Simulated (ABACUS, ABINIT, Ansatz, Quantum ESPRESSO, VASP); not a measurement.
## SrCl2: 6 runs at one level of theory

```
Sr Cl
1.0
     0.00000    3.48835    3.48835
     3.48835    0.00000    3.48835
     3.48835    3.48835    0.00000
Sr Cl
1 2
Direct
  0.00000 0.00000 0.00000
  0.75000 0.75000 0.75000
  0.25000 0.25000 0.25000
```

Alike in all runs: task single point; functional PBE; k mesh 7 × 7 × 7; occupations fermi-dirac, width 0.05 eV; no spin polarisation; no spin-orbit coupling. Pressure is positive in compression and, in plane waves, holds the error of the finite cutoff, which Ansatz's Pulay term estimates and takes out.

| program and potentials | plane-wave cutoff (eV) | notes | pressure (GPa) |
| --- | --- | --- | --- |
| Ansatz, Ansatz PAW | 420 | - | 0.99 |
| Ansatz, all-electron LAPW, scalar-relativistic | - | - | 0.99 |
| VASP, PBE PAW files Cl, Sr_sv, 520 eV | 520 | - | 1.08 |
| ABINIT, JTH PAW PBE v2.0 | 680 | - | 0.97 |
| Quantum ESPRESSO, SSSP 1.3 efficiency PBE | 748 | - | 0.96 |
| ABACUS, PseudoDojo NC SR 0.4.1 PBE standard, plane waves | 925 | - | 0.95 |

The pressure spans 0.95 (ABACUS, PseudoDojo NC SR 0.4.1 PBE standard, plane waves) to 1.08 GPa (VASP, PBE PAW files Cl, Sr_sv, 520 eV), with all-electron results at 0.99.

Differences between rows come from potentials, basis sets and numerical settings, since the functional is the same but for its coding. Runs on potential files found faulty are left out.
